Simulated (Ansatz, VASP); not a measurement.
## Si in VASP and in Ansatz

File INCAR:

```
SYSTEM = Si
PREC = Accurate
ENCUT = 600
EDIFF = 1E-7
ISMEAR = 0
SIGMA = 0.02
LREAL = .False.
LASPH = .True.
NELM = 100
ALGO = Fast
ISIF = 3
LWAVE = .False.
LCHARG = .False.
GGA = PE
IBRION = 2
NSW = 100
EDIFFG = -0.002
```

The input KPOINTS:

```
regular mesh
0
Gamma
  10 10 10
  0 0 0
```

File POSCAR:

```
Si
1.0
    0.0000000000      2.7155000000      2.7155000000
    2.7155000000      0.0000000000      2.7155000000
    2.7155000000      2.7155000000      0.0000000000
Si
2
Direct
    0.0000000000      0.0000000000      0.0000000000
    0.2500000000      0.2500000000      0.2500000000
```

Input for Ansatz:

```yaml
crystal:
  lattice:
    - [0.0, 2.7155, 2.7155]
    - [2.7155, 0.0, 2.7155]
    - [2.7155, 2.7155, 0.0]
  atoms:
    - { symbol: Si, position: [0.0, 0.0, 0.0] }
    - { symbol: Si, position: [0.25, 0.25, 0.25] }
basis:
  ecutwfc: 420
kpoints:
  mp_grid: { grid: [10, 10, 10] }
hamiltonian:
  xc: pbe
scf:
  occupations: { method: gaussian, width: 0.02 }
output:
  forces: true
  stress: true
  eigenvalues: true
  write_density: true
  write_potential: true
  elf: true
  volumetric_format: npy
relax:
  adjacent_minimum: "off"
  f_tol: 0.002
  max_steps: 80
  cell: { stress_tol: 0.02 }
```

Alike in both runs: task relaxation of cell and atoms; functional PBE; k mesh 10 × 10 × 10; occupations gaussian, width 0.02 eV; no spin polarisation.

|  | VASP | Ansatz |
| --- | --- | --- |
| version | VASP 6.6.1 | Ansatz 0.2.0 |
| potentials or method | VASP PAW PBE potentials, release 64 (Si) | scalar-relativistic, plane waves, PAW |
| plane-wave cutoff (eV) | 600 | 420 |
| valence electrons in the cell | 8 | 8 |

```csv
,VASP,Ansatz,Ansatz less VASP
"gap on the k mesh at the Fermi level, each at its own relaxed structure (eV)",0.62,0.62,-0.001
relaxed volume (Å³/atom),20.44,20.46,+0.018
relaxed cell length with the largest relative difference (Å),3.867,3.868,+0.0011
energy change over the relaxation (meV/atom),-2,-3,-0.2
```

A k mesh can miss the band edges. As with any semilocal functional, this PBE gap is likely too small.
